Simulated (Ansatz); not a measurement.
The system is Sb.

```
Sb
1.0
     0.00000    2.37124    2.37124
     2.37124    0.00000    2.37124
     2.37124    2.37124    0.00000
Sb
1
Direct
  0.00000 0.00000 0.00000
```

This isn't the form of Sb at room conditions, which is rhombohedral.

| Item | Value |
| --- | --- |
| Program | Ansatz 0.2.0 |
| Task | relaxation of cell and atoms |
| Functional | RPBE |
| Dispersion | D3(BJ) |
| Potentials or basis | Ansatz PAW |
| Cutoff | 420 eV (not typed: the program's choice for these potentials) |
| k mesh | 10 × 10 × 10 |
| Occupations | fermi-dirac, width 0.05 eV |
| Spin | no spin polarisation |

At the start: volume 26.67 Å³/atom.

Task: How do energy, volume and symmetry change on relaxing?

Result: It ends after 6 steps and the volume is 19.94 Å³/atom (-25.2 %); space group Fm-3m (No. 225, to 0.05 Å).

The path:
| step | energy change (eV) | largest force (eV/Å) | volume (Å³) |
| --- | --- | --- | --- |
| 1 | 0.0000 | 0.0000 | 26.67 |
| 2 | -0.4526 | 0.0000 | 22.95 |
| 3 | -0.6225 | 0.0000 | 19.60 |
| 4 | -0.6253 | 0.0000 | 20.00 |
| 5 | -0.6254 | 0.0000 | 19.94 |
| 6 | -0.6237 | 0.0000 | 19.94 |

Final structure:
```xyz
1
Lattice="0.0000 2.1524 2.1524 2.1524 0.0000 2.1524 2.1524 2.1524 0.0000" Properties=species:S:1:pos:R:3 pbc="T T T"
Sb    0.0000    0.0000    0.0000
```

Caveat: the volume moved by over 15 % at a fixed basis, so the end points are rough; the plane-wave basis is chosen anew once the cell has moved, so the energies of steps on either side of that aren't comparable; pairwise dispersion overbinds metals, which lowers pressure and volume; the PAW data sets come from PBE, with cores solved anew for the run's functional, which leaves a small shift of forces and pressure.
